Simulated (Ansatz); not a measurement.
**O started on a Si site in diamond Si, 128 atoms, charge −2**

All numbers come from Ansatz (PAW, plane waves, no spin–orbit coupling) at the single k point (¼, ¼, ¼) without its symmetry partners. The atoms were relaxed with PBEsol in a fixed cell; other functionals are single points on those atoms unless said otherwise. The valence top and gap of the host come from its small cell on a dense mesh, with the band extrema sought between the mesh points, lined up by the mean potential, PBEsol gap 0.46 eV, r²SCAN gap 0.76 eV. The charge correction uses an assumed dielectric constant of 11.7.

Cell: a = 15.366 Å, b = 15.366 Å, c = 15.366 Å, α = 60.00°, β = 60.00°, γ = 60.00°.

Nearest atoms after relaxation, from the placed atom (for vacancies from the middle of the vacant sites): Si at 1.70 Å, Si at 1.70 Å, Si at 2.90 Å, Si at 2.99 Å, Si at 3.22 Å, Si at 3.22 Å, Si at 3.26 Å, Si at 3.27 Å.

Chemical potentials μ are those of reference phases of the elements at zero temperature by the same functional (the usual solids, diamond for C, grey Sn, and the molecules H2, N2, O2, F2, Cl2, Br2 and S8).

| functional | E(defect) − E(host) − Σ nμ + q·E_VBM (eV) | monopole (eV) | alignment (eV) | formation energy at E_F = VBM (eV) | moment (μB) | wall time, shared host |
| --- | --- | --- | --- | --- | --- | --- |
| PBEsol | -0.15 | 0.52 | -0.03 | 0.34 | 0 (no spin) | 35 s on NVIDIA GB300 (relaxation) |

Estimate the formation energy and moment that r²SCAN gives on these atoms.

1.05 eV at E_F = VBM (0.53 eV before the monopole term 0.52 eV and the alignment 0.00 eV), moment 0 (no spin).

r²SCAN one-electron levels near the gap (the ten most localised at most), from the host's valence top, not corrected for the charge's images:

| level (eV) | spin | filling | atoms sharing it | element of the atom with most weight |
| --- | --- | --- | --- | --- |
| -0.20 | both | 2.00 | 120.6 | spread |
| -0.14 | both | 2.00 | 107.3 | spread |
| 0.79 | both | 1.98 | 26.8 | Si |
| 0.89 | both | 0.02 | 125.0 | spread |
| 0.93 | both | 0.00 | 120.1 | spread |
| 0.96 | both | 0.00 | 55.9 | spread |

The charge sits partly or wholly in a band of the host, at the cell's one k point and not at the band edge, so the formation energy is too high and the charge correction doesn't apply as it stands.

The runs had no spin polarisation though PBEsol leaves holes or close levels at the Fermi level; a state of higher spin may be lower.

One k point and a cell of this size can leave errors of several tenths of an eV in such numbers.
